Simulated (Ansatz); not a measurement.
# Sb and Li on Mg(0001), bridge start, 2x2 cell: work function, bands and core levels, part 3 of 3

What would XPS and UPS show for Sb and Li on Mg(0001), bridge start, 2x2 cell?

Ansatz 0.2.0; DFT, PBE, plane-wave PAW, default files, scalar-relativistic (the session's first sound run).

So far, work function, upper face (eV): step 2 (the clean face, PBE) 3.76; step 3 (relaxation, PBE) 3.54; step 4 (bands by layer, PBE) 3.54; step 5 (with spin–orbit coupling, PBE spin-orbit) 3.52; step 6 (a slab without images along the normal, PBE) 3.54.

**7. Z+1 stand-in on atom 4**

System of this step: LiMg15AlSb. The cell holds 18 atoms: 1 Sb, 1 Li, 15 Mg and 1 Al. Its edges and angles: a = 6.380 Å, b = 6.380 Å, c = 24.835 Å, α = 90.0°, β = 90.0°, γ = 60.0°. It derives from Mg. Regions: ad, 2 atoms (1 Sb and 1 Li); L1, 4 atoms (3 Mg and 1 Al); L2, 4 atoms (4 Mg); L3, 4 atoms (4 Mg); rest, 4 atoms (4 Mg). Vacuum lies along c.

An atom with a screened core hole acts much like the next element, so total energies with that element on different sites give core-level shifts.

File input.yaml:

```yaml
crystal:
  lattice:
    - [6.38, 0.0, 0.0]
    - [3.19, 5.5252420761, 0.0]
    - [0.0, 0.0, 24.835]
  atoms:
    - { symbol: Sb, position: [0.3205756485, -0.1803667908, 0.7031570999] }
    - { symbol: Li, position: [0.8043109782, 0.3081962739, 0.714045718] }
    - { symbol: Mg, position: [-0.0024536118, 0.0054610316, 0.6130155392] }
    - { symbol: Al, position: [0.506196006, 0.0064897353, 0.6214232779] }
    - { symbol: Mg, position: [0.0031473367, 0.5037316832, 0.6146494784] }
    - { symbol: Mg, position: [0.5051935789, 0.4977038857, 0.612813988] }
    - { symbol: Mg, position: [0.8345664785, 0.3348256232, 0.5093784368] }
    - { symbol: Mg, position: [0.3327198272, 0.3320275299, 0.5117421581] }
    - { symbol: Mg, position: [0.8317617131, 0.8331599183, 0.5117710971] }
    - { symbol: Mg, position: [0.3340193065, 0.8344233832, 0.5100091055] }
    - { symbol: Mg, position: [0.0, 0.0, 0.406482786] }
    - { symbol: Mg, position: [0.5, 0.0, 0.406482786] }
    - { symbol: Mg, position: [0.0, 0.5, 0.406482786] }
    - { symbol: Mg, position: [0.5, 0.5, 0.406482786] }
    - { symbol: Mg, position: [0.833333333, 0.333333333, 0.301993155] }
    - { symbol: Mg, position: [0.333333333, 0.333333333, 0.301993155] }
    - { symbol: Mg, position: [0.833333333, 0.833333333, 0.301993155] }
    - { symbol: Mg, position: [0.333333333, 0.833333333, 0.301993155] }
kpoints:
  mp_grid: { grid: [6, 6, 1] }
scf:
  occupations: { method: fermi_dirac, width: 0.05 }
  n_extra_bands: 16
hamiltonian:
  xc: pbe
  pseudopotentials: { kind: paw }
output:
  forces: true
  write_potential: true
  volumetric_format: []
efield:
  axis: 3
  dipole_correction: true
```

Started as:

```
$ ansatz run input.yaml --threads 4 --pin off --max-ram 20480MiB --backend cpu --events-out ev --progress --plain --runs-dir out
```

Run time: 70 s. Hardware: 4 threads of Arm Neoverse V1, shared host; peak memory 2.8 GiB.

This step gave:

```yaml
free_energy: -36081.9371 eV
energy_at_zero_smearing: -36081.8967 eV
smearing_term_ts: 0.08092 eV
fermi_energy: 0.8444 eV
```

**8. Z+1 stand-in on atom 5**

System of this step: LiMg15AlSb. The cell holds 18 atoms: 1 Sb, 1 Li, 15 Mg and 1 Al. Its edges and angles: a = 6.380 Å, b = 6.380 Å, c = 24.835 Å, α = 90.0°, β = 90.0°, γ = 60.0°. It derives from Mg. Regions: ad, 2 atoms (1 Sb and 1 Li); L1, 4 atoms (3 Mg and 1 Al); L2, 4 atoms (4 Mg); L3, 4 atoms (4 Mg); rest, 4 atoms (4 Mg). Vacuum lies along c.

The same swap on atom 5.

Changes to input.yaml since step 7:

```diff
@@ -9,4 +9,4 @@
     - { symbol: Mg, position: [-0.0024536118, 0.0054610316, 0.6130155392] }
-    - { symbol: Al, position: [0.506196006, 0.0064897353, 0.6214232779] }
-    - { symbol: Mg, position: [0.0031473367, 0.5037316832, 0.6146494784] }
+    - { symbol: Mg, position: [0.506196006, 0.0064897353, 0.6214232779] }
+    - { symbol: Al, position: [0.0031473367, 0.5037316832, 0.6146494784] }
     - { symbol: Mg, position: [0.5051935789, 0.4977038857, 0.612813988] }
```

It took 60 s on 4 threads; peak memory 2.8 GiB; 3.9 min of CPU time.

Numbers from this step:

```yaml
free_energy: -36082.0109 eV
energy_at_zero_smearing: -36081.9731 eV
smearing_term_ts: 0.07561 eV
fermi_energy: 0.7599 eV
```

**9. Z+1 stand-in on atom 11**

System of this step: LiMg15AlSb. The cell holds 18 atoms: 1 Sb, 1 Li, 15 Mg and 1 Al. Its edges and angles: a = 6.380 Å, b = 6.380 Å, c = 24.835 Å, α = 90.0°, β = 90.0°, γ = 60.0°. It derives from Mg. Regions: ad, 2 atoms (1 Sb and 1 Li); L1, 4 atoms (4 Mg); L2, 4 atoms (4 Mg); L3, 4 atoms (1 Al and 3 Mg); rest, 4 atoms (4 Mg). Vacuum lies along c.

The same swap on atom 11.

Changes to input.yaml since step 8:

```diff
@@ -10,3 +10,3 @@
     - { symbol: Mg, position: [0.506196006, 0.0064897353, 0.6214232779] }
-    - { symbol: Al, position: [0.0031473367, 0.5037316832, 0.6146494784] }
+    - { symbol: Mg, position: [0.0031473367, 0.5037316832, 0.6146494784] }
     - { symbol: Mg, position: [0.5051935789, 0.4977038857, 0.612813988] }
@@ -16,3 +16,3 @@
     - { symbol: Mg, position: [0.3340193065, 0.8344233832, 0.5100091055] }
-    - { symbol: Mg, position: [0.0, 0.0, 0.406482786] }
+    - { symbol: Al, position: [0.0, 0.0, 0.406482786] }
     - { symbol: Mg, position: [0.5, 0.0, 0.406482786] }
```

Wall time 60 s (4 threads); peak memory 2.8 GiB; 4 min of CPU time.

This step gave:

| Quantity | Value |
| --- | --- |
| free energy | -36082.1462 eV |
| energy at zero smearing | -36082.1123 eV |
| smearing term TS | 0.06775 eV |
| Fermi energy | 0.8046 eV |

**10. Shifts from the Z+1 runs**

An atom with a screened core hole acts like the next element, so the difference of two such total energies is the shift between the two sites; positive is more bound. Shifts count from the last listed atom of each element.

```
atom   region  replaced by  shell meant  free energy (eV)  shift (eV)
 Mg4  layer 1           Al           2p        -36081.937       +0.21
 Mg5  layer 1           Al           2p        -36082.011       +0.14
Mg11  layer 3           Al           2p        -36082.146       +0.00
```

The stand-in's nearest image is 6.4 Å away. The method gives no absolute levels and the same shift for every shell of an atom.

**11. Spin texture**

This step: DFT, PBE, plane-wave PAW, default files, with spin-orbit coupling (Ansatz 0.2.0).

System of this step: LiMg16Sb. The cell holds 18 atoms: 1 Sb, 1 Li and 16 Mg. Cell: a = 6.380 Å, b = 6.380 Å, c = 24.835 Å, α = 90.0°, β = 90.0°, γ = 60.0°. It derives from Mg. How the cell was made: adsorbate; added: Sb; second: Li; site: bridge; coverage 0.25 monolayer; cell: 2x2; on one face. Regions: ad, 2 atoms (1 Sb and 1 Li); L1, 4 atoms (4 Mg); L2, 4 atoms (4 Mg); L3, 4 atoms (4 Mg); rest, 4 atoms (4 Mg). Vacuum lies along c.

With spinors each state has a spin direction, which spin-resolved photoemission measures; a small grid round the zone centre shows its winding.

Changes to input.yaml since step 9:

```diff
@@ -16,3 +16,3 @@
     - { symbol: Mg, position: [0.3340193065, 0.8344233832, 0.5100091055] }
-    - { symbol: Al, position: [0.0, 0.0, 0.406482786] }
+    - { symbol: Mg, position: [0.0, 0.0, 0.406482786] }
     - { symbol: Mg, position: [0.5, 0.0, 0.406482786] }
@@ -26,8 +26,20 @@
   mp_grid: { grid: [6, 6, 1] }
+  band_path:
+    path:
+      - [-0.2538521, -0.3467685, 0.0]
+      - [-0.1903891, -0.3150369, 0.0]
+      - [-0.1269261, -0.2833054, 0.0]
+      - [-0.063463, -0.2515739, 0.0]
+      - [0.0, -0.2198424, 0.0]
+      - [0.063463, -0.1881109, 0.0]
+      # [... 73 more points ...]
+      - [0.1903891, 0.3150369, 0.0]
+      - [0.2538521, 0.3467685, 0.0]
+    npoints: 1
 scf:
   occupations: { method: fermi_dirac, width: 0.05 }
-  n_extra_bands: 16
+  n_extra_bands: 50
 hamiltonian:
   xc: pbe
-  pseudopotentials: { kind: paw }
+  pseudopotentials: { kind: paw_fr }
 output:
@@ -36,2 +48,3 @@
   volumetric_format: []
+  fatbands: true
 efield:
@@ -39 +52,4 @@
   dipole_correction: true
+magnetization:
+  noncollinear: true
+  spin_orbit: true
```

Run time: 59 min. Hardware: 4 threads; peak memory 17 GiB.

The run was cut off at the time limit after its SCF cycle had converged; no result of it is taken.

**12. Other settings**

This step: DFT, PBE, plane-wave PAW, default files, scalar-relativistic; changed: scf.convergence.dr2_threshold = 0.0001 (Ansatz 0.2.0).

Other settings are tried.

input.yaml, the sections that differ from step 11:

```yaml
kpoints:
  mp_grid: { grid: [6, 6, 1] }
scf:
  occupations: { method: fermi_dirac, width: 0.05 }
  n_extra_bands: 25
  convergence: { dr2_threshold: 0.0001 }
hamiltonian:
  xc: pbe
  pseudopotentials: { kind: paw }
output:
  forces: true
  write_potential: true
  volumetric_format: []
  dos:
    projected:
      site_lists:
        adsorbate: [0, 1]
        layer_1: [2, 3, 4, 5]
        layer_2: [6, 7, 8, 9]
        layer_3: [10, 11, 12, 13]
        other_layers: [14, 15, 16, 17]
    de: 0.05
    e_range: [-30, 12]
    method: { smearing: { sigma: 0.15, scheme: gaussian } }
# crystal, efield: as in step 11
# magnetization: removed
```

The job ended after 70 s (4 threads; peak memory 3 GiB).

Residual by cycle:

cycle, log10 residual and a bar from the least value:
```
        1       -0.9 ##############################
        2       -1.9 ########################
        3       -2.4 #####################
        4       -3.1 ################
        5       -4.4 ########
        6       -5.8
```

The setting was moved on purpose (scf.convergence.dr2_threshold = 0.0001), yet the run converged, and its energy lies within 1 meV an atom of the base run's, at the same geometry.

Side by side:

```csv
quantity,this run,sound run,difference
free energy (eV),-37468.49,-37468.49,1.3e-6
energy at zero smearing (eV),-37468.45,-37468.45,-1.4e-7
smearing term TS (eV),0.078946,0.078948,-2.9e-6
Fermi energy (eV),0.85451,0.85465,-1.4e-4
gap by band count (eV),-1.0929,-1.0929,-4.3e-5
DOS at the Fermi level (states/eV/cell),9.4448,9.445,-2.0e-4
"work function, upper face (eV)",3.5367,3.5369,-2.0e-4
"work function, lower face (eV)",3.7461,3.7452,9.0e-4
```

**13. Outcome**

```yaml
work_function: 3.54 eV (other face 3.75 eV)
change_from_the_clean_face: -0.22 eV
states_held_at_the_top: 2.38 eV at Γ (84 % in the top region)
mg_core_shifts_among_the_listed_atoms_from_the_last_listed_one: +0.00 to +0.21 eV
```

**Reading.** The Fermi level of Sb and Li on Mg(0001), bridge start, 2x2 cell lies 3.54 eV (other face 3.75 eV) below the vacuum, a change of -0.22 eV from the clean face. 1 level of weight over 0.3 between −3.0 and 3.0 eV at the labelled points keeps to the outer layers (over 60 % in the top region, under 6 % in the middle), as surface states do (in so thin a slab a quantum-well level with a node in the middle can look the same); it lies at 2.38 eV (Γ), an empty state that only inverse or two-photon photoemission would see. The group slid 1.0 Å sideways from its starting site. After relaxation Sb1 stands 2.18 Å above the top layer, bonded to 3 Mg atoms at 2.87 to 2.89 Å. The bare lower face differs from the lower face of the clean 1×1 slab by 0.02 eV, a measure of the error from mesh and slab. Core shifts by the Z+1 route: Mg +0.00 to +0.21 eV. Among the sites run, the most bound Mg 2p level is that of Mg4 (layer 1), bonded to 9 Mg and 1 Sb; the least bound, 0.21 eV shallower, that of Mg11 (layer 3), bonded to 12 Mg. At 21.2 eV the valence spectrum has its highest listed peaks within 10.8 eV at 1.4 eV (Sb 5p) and 2.2 eV (Sb 5p). At 1486.7 eV the valence spectrum has its highest listed peaks within 13 eV at 1.5 eV (Sb 5p), 2.2 eV (Sb 5p), 4.1 eV (Mg 3s), 4.8 eV (Mg 3s) and 8.7 eV (Sb 5s), and the deeper Sb 4d line at 28.2 eV is higher still (without the spin–orbit splitting that a measurement shows). The shell named is the one with most of the intensity, cross sections included, not always the one with most states there. In the main run, from 1486.7 eV towards hard X-rays the Sb 5s share grows by 16 points, as its cross section falls more slowly with photon energy than those of the shells it gains on. With spin-orbit coupling on, the work function stays within 0.02 eV. With Coulomb interaction cut along the normal, the work function stays within 0.02 eV. Semilocal functionals put filled localised shells such as Sb 4d too near the top of the filled states. The slab's own atoms span 7.9 Å, so bulk bands appear as a few quantum-well levels, and states of the two faces can mix.

[Logs are printed without paths, hosts, clocks, repeated set-up lines and the standing remarks that a program may print on its own settings, such as how far it seeks lower states.]

[Hosts, paths, dates, database ids (printed as entryN), source tags and the programs' standing remarks are cut or masked in the printed files.]

[Maps of the electrostatic potential energy from Ansatz leave out the sawtooth potential of an applied field or a dipole correction, so their vacuum need not be flat; work functions include it.]
